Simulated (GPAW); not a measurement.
Runs of GPAW 26.7.0 on TiAl3. The structure is cubic, space group Pm-3m (No. 221). The conventional cell has a = 3.956 Å, b = 3.956 Å, c = 3.956 Å, α = 90.00°, β = 90.00°, γ = 90.00°. Ti (site symmetry m-3m) is surrounded by 12 Al at 2.80 Å. Al (site symmetry 4/mmm) is surrounded by 4 Ti at 2.80 Å and 8 Al at 2.80 Å. The cell comes from a database or a generator and needn't be the stable form of this composition.

```tsv
task	level	potentials or basis	cell	optimizer	fmax	max steps	convergence	band path	gap on the mesh (eV)	pressure (GPa)	V0 of scaled cells (Å³/atom)	relaxed volume (Å³/atom)	B0 (GPa)
relaxation of cell and atoms	PBEsol+D3(BJ)+ATM	PAW data sets generated in the run's folder for this functional, pw	relaxed	BFGS	0.02 eV/Å	60	density=1e-05 forces=0.0001	-	none	0.2	-	14.89	-
relaxation of cell and atoms	PBEsol+D4	PAW data sets generated in the run's folder for this functional, pw	relaxed	BFGS	0.02 eV/Å	60	density=1e-05 forces=0.0001	-	none	0.1	-	(c)	-
relaxation of cell and atoms	PBEsol+D3(BJ)	PAW data sets generated in the run's folder for this functional, pw	relaxed	BFGS	0.02 eV/Å	60	density=1e-05 forces=0.0001	-	none	0.2	-	14.80	-
relaxation of cell and atoms	PBEsol	PAW data sets generated in the run's folder for this functional, pw	relaxed	BFGS	0.02 eV/Å	60	density=1e-05 forces=0.0001	-	none	0.0	-	15.41	-
equation of state	LDA	the program's PAW data sets (release 1.2.1) made for this functional, pw	as given	-	-	-	-	-	-	-	(b)	-	(a)
band structure	PBEsol	PAW data sets generated in the run's folder for this functional, pw	as given	-	-	-	-	GXMGRX,MR	-	(d)	-	-	-
relaxation of cell and atoms	PBEsol+D3	PAW data sets generated in the run's folder for this functional, pw	relaxed	BFGS	0.02 eV/Å	60	density=1e-05 forces=0.0001	-	none	0.1	-	15.01	-
band structure	LDA	the program's PAW data sets (release 1.2.1) made for this functional, pw	as given	-	-	-	-	GXMGRX,MR	-	-3.6	-	-	-
equation of state	PBEsol	PAW data sets generated in the run's folder for this functional, pw	as given	-	-	-	-	-	-	-	15.45	-	112
```

Alike in all rows: no spin polarisation; k mesh 7 × 7 × 7; cutoff (eV) 600; smearing fermi-dirac 0.05 eV.

Question: Estimate the missing entries.

Answer: (a) 117; (b) 15.01; (c) 15.14; (d) -0.5.

Caveats: later steps reuse the first step's grids (some runs); pairwise dispersion overbinds metals, which lowers pressure and volume (some runs).

A k mesh can miss the band edges.

A gap of «none» marks a metal or a gap under the smearing width.

Not every run made on this cell is shown here.
